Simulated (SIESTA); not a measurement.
Write the native input for SIESTA 5.4.2 that does the following.

```
Task                : atomic charges
Functional          : PBE
Potentials or basis : PseudoDojo 0.4 standard (PBE files)
Basis               : DZP (energy shift 0.003 Ry; two zetas on semicore shells)
Grid cutoff         : 800 Ry
Energy shift        : 0.003 Ry
k mesh              : 8 × 8 × 8
Occupations         : fermi-dirac, width 0.05 eV
Spin                : collinear spin, ferromagnetic start
Starting moments    : [1.0, 0.0] μB
```

The system is NiO.

```
Ni O
1.0
     0.00000    2.08590    2.08590
     2.08590    0.00000    2.08590
     2.08590    2.08590    0.00000
Ni O
1 1
Direct
  0.00000 0.00000 0.00000
  0.50000 0.50000 0.50000
```

One way to write it, as run:

NiO.fdf

```
SystemName                      NiO
SystemLabel                     NiO
NumberOfSpecies                 2
NumberOfAtoms                   2
%block ChemicalSpeciesLabel
  1  28 Ni
  2   8 O
%endblock ChemicalSpeciesLabel

LatticeConstant                 1.0 Ang
%block LatticeVectors
     0.0000000000     2.0859016414     2.0859016414
     2.0859016414     0.0000000000     2.0859016414
     2.0859016414     2.0859016414     0.0000000000
%endblock LatticeVectors
AtomicCoordinatesFormat         Fractional
%block AtomicCoordinatesAndAtomicSpecies
     0.0000000000     0.0000000000     0.0000000000  1  Ni
     0.5000000000     0.5000000000     0.5000000000  2  O
%endblock AtomicCoordinatesAndAtomicSpecies

%block kgrid.MonkhorstPack
    8   0   0  0.0
    0   8   0  0.0
    0   0   8  0.0
%endblock kgrid.MonkhorstPack
XC.Functional                   GGA
XC.Authors                      PBE
PAO.BasisSize                   DZP
PAO.EnergyShift                 0.003 Ry
Mesh.Cutoff                     800 Ry
Spin                            polarized
%block DM.InitSpin
    1   1.000
    2   0.000
%endblock DM.InitSpin
OccupationFunction              FD
ElectronicTemperature           0.05 eV
MaxSCFIterations                200
SCF.MustConverge                false
SCF.Mixer.Method                Pulay
SCF.Mixer.Weight                0.1
SCF.Mixer.History               10
SCF.DM.Tolerance                5.0e-05
SCF.H.Tolerance                 1.0e-03 eV
WriteForces                     true
Charge.Mulliken                 end
Charge.Hirshfeld                end
Charge.Voronoi                  end
Charge.Mulliken.Format          2
%block PAO.Basis
  Ni 5
  n=3 0 2
    2.432 0.000
  n=4 0 2
    7.095 0.000
  n=3 1 2
    2.716 0.000
  n=4 1 1
    7.095
  n=3 2 2
    4.466 0.000
%endblock PAO.Basis
```

Potentials or basis: PseudoDojo 0.4 standard (PBE files), DZP (energy shift 0.003 Ry; two zetas on semicore shells).

Run with:

```console
$ siesta NiO.fdf > NiO.out 2>&1
```

It gave:

* Pressure: -1.0 GPa
* Band gap on the k mesh: none (metal or under the smearing width)
* Net moment: 0.00 μB per cell
* Hirshfeld charges: Ni +0.22; O -0.22 e
* Voronoi charges: Ni +0.28; O -0.28 e

Caveat: Mulliken charges of long-ranged orbitals can have an unphysical sign; short orbitals over semicore shells can move pressures by several GPa; the basis of atomic orbitals isn't converged, which shifts pressures, moduli and gaps; semilocal functionals often make such compounds metallic where correlation or magnetic order opens a gap, which also shifts bond lengths.

It took 5.9 min on 1 thread of Intel(R) Xeon(R) 6975P-C (Granite Rapids) (shared host), peak memory 0.28 GiB.
